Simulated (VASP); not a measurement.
Set up this calculation in VASP 6.6.1, as the native input.

```yaml
Task: single point
Functional: PBE
Potentials_or_basis: VASP PAW PBE potentials, release 64 (Tm)
Cutoff: 520 eV
k_mesh: 8 × 8 × 8
Occupations: gaussian, width 0.05 eV
Spin: collinear spin, typed start
Starting_moments: "[2.0] μB"
Hubbard_terms: Tm f U = 6.0 eV
Dipole_correction: no
Further_INCAR_settings: ALGO = Normal; EDIFF = 1e-06; NBANDS = 22
```

The structure of Tm lies in POSCAR:

```
Tm
1.0
   -1.9608750258      1.9608750258      1.9608750258
    1.9608750258     -1.9608750258      1.9608750258
    1.9608750258      1.9608750258     -1.9608750258
Tm
1
Direct
    0.0000000000      0.0000000000      0.0000000000
```

The cell was built by a generator and needn't be a form met in nature.

These files were run (other wordings do the same):

INCAR

```
PREC = Accurate ; ENCUT = 520
EDIFF = 1E-6 ; ISMEAR = 0
SIGMA = 0.05 ; LREAL = False
LASPH = True ; NELM = 150
ALGO = Normal ; ISIF = 2
LWAVE = False ; LCHARG = True
ISPIN = 2 ; MAGMOM = 2
LORBIT = 11 ; LMAXMIX = 6
LDAU = True ; LDAUTYPE = 2
LDAUL = 3 ; LDAUU = 6
LDAUJ = 0 ; LDAUPRINT = 1
GGA = PE ; LELF = True
LVHAR = True ; NBANDS = 22
```

KPOINTS

```
Automatic mesh
0
Gamma
  8 8 8
```

Potentials or basis: VASP PAW PBE potentials, release 64 (Tm).

The run is started by

```console
$ cat potpaw_PBE.64/Tm/POTCAR > POTCAR
$ mpirun -np 1 vasp_std > vasp.out
```

Results of the run:

- Pressure: 3.8 GPa
- Band gap on the k mesh: none (metal or under the smearing width)
- Net moment: -1.18 μB per cell
- Site moments: Tm -1.31 μB
- Valence electrons inside the program's atomic spheres: Tm 21.09

Caveat: the magnetic or orbital state may not be the lowest; spin-orbit coupling is left out, which moves the levels of the heavy elements.

It took 2.6 min on 1 thread of Intel(R) Xeon(R) Platinum 8488C (Sapphire Rapids) (shared host), peak memory 0.22 GiB.
